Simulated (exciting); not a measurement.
A run of exciting (release sodium):

The input input.xml:

```xml
<input>
  <title>LuH2</title>
  <structure speciespath="./" tshift="false">
    <crystal scale="1">
      <basevect>0.000000000000 4.755495792621 4.755495792621</basevect>
      <basevect>4.755495792621 0.000000000000 4.755495792621</basevect>
      <basevect>4.755495792621 4.755495792621 0.000000000000</basevect>
    </crystal>
    <species speciesfile="Lu.xml" rmt="2.3">
      <atom coord="0.000000000000 0.000000000000 0.000000000000"/>
    </species>
    <species speciesfile="H.xml" rmt="1.1">
      <atom coord="0.750000000000 0.750000000000 0.750000000000"/>
      <atom coord="0.250000000000 0.250000000000 0.250000000000"/>
    </species>
  </structure>
  <groundstate do="fromscratch" ngridk="9 9 9" rgkmax="5" gmaxvr="14" lmaxapw="10" lmaxmat="10" lmaxvr="8" xctype="GGA_PBE_SOL" stype="Fermi Dirac" swidth="0.00183747" nempty="12" ValenceRelativity="zora" epsengy="1e-05" epspot="1e-05" maxscl="60" tforce="true" outputlevel="normal"/>
</input>
```

Potentials or basis: all-electron LAPW+lo, shipped species files, valence relativity zora.

Launch:

```bash
$ OMP_NUM_THREADS=1 exciting_smp
```

Hardware: 1 thread of Intel(R) Xeon(R) 6975P-C (Granite Rapids), on a shared host.

Question: How long does it take, and how much memory?

Answer: Run time: 110 s on 1 thread of Intel(R) Xeon(R) 6975P-C (Granite Rapids) (shared host), peak memory 0.16 GiB. Counts: scf iterations 29, plane waves 348.
